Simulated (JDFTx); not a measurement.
NaCl:

```xyz
2
Lattice="3.5022 0.0000 0.0000 0.0000 3.5022 0.0000 0.0000 0.0000 3.5022" Properties=species:S:1:pos:R:3 pbc="T T T"
Cl    1.7511    1.7511    1.7511
Na    0.0000    0.0000    0.0000
```

Measurements of this composition are mostly on another form, of space group No. 225.

```yaml
Program: JDFTx 1.7.0 (patched build)
Task: single point
Functional: PBE
Potentials_or_basis: PseudoDojo-SR-PBE-0.5-standard
Cutoff: 1197 eV
Density_cutoff: 9578 eV
k_mesh: 8 × 8 × 8
Occupations: fermi-dirac, width 0.05 eV
Spin: no spin polarisation
```

On this cell: pressure 0.1 GPa; largest force zero by symmetry; band gap on the k mesh 3.98 eV, indirect (least direct gap 4.47 eV).

The same run follows on a disturbed copy (atoms moved at random, drawn with an rms of 0.05 Å):

```
Cl Na
1.0
     3.50219    0.00000    0.00000
     0.00000    3.50219    0.00000
     0.00000    0.00000    3.50219
Cl Na
1 1
Cartesian
  1.7450 1.7385 1.7579
  -0.0325 0.0052 -0.0256
```

Task: What changes?

Result: The energy moves by +0.2 meV/atom; pressure 0.1 GPa; largest force 0.017 eV/Å; band gap on the k mesh 3.98 eV, indirect (least direct gap 4.47 eV).

Forces in eV/Å, atoms in the order of the input:
```
Cl  -0.009  0.006 -0.011
Na   0.009 -0.007  0.012
```

A k mesh can miss the band edges.
